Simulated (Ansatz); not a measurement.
MoTe2 built on the 3R-MoS2 prototype, relaxed with r2SCAN+rVV10: it is trigonal, R3m (No. 160); a = 3.547 Å, c = 21.312 Å in the conventional setting, 25.80 Å³ an atom. Mo is surrounded by 6 Te at 2.72 Å; Te is surrounded by 3 Mo at 2.72 Å. One-shot G0W0@PBE in the PAW code Ansatz on a 4×4×4 mesh (contour deformation, no spin-orbit coupling), from a PBE gap of 0.984 eV over the mesh points (the G0W0 gap is indirect on the mesh); the number N of bands summed and the screening cutoff rise together. No spin polarisation and no zero-point or thermal motion; the cell was built from a prototype and may be hypothetical.

```tsv
N	cutoff (eV)	1000/N	G0W0 gap (eV)
148	80	6.757	1.221
314	140	3.185	1.255
```

**Lay a straight line in 1000/N through these rows.** The slope is -0.0095 eV per unit of 1000/N and the intercept 1.285 eV.

**Predict the gap at N = 557 (210 eV).** 1.285 + (-0.0095) × 1.795 = 1.268 eV; the run gives 1.266 eV, -0.002 eV from the line.

**With that run's result added, what limit do the last two rows suggest?** Their slope is (1.266 − 1.255)/(1.795 − 3.185) = -0.0079, which meets 1/N = 0 at 1.28 eV, against 1.285 eV from the first line. The slope flattens, so the first line overshoots; the k mesh isn't extrapolated.

No spin-orbit coupling is included; it can move band edges with weight on the heavy atoms by tenths of an eV.
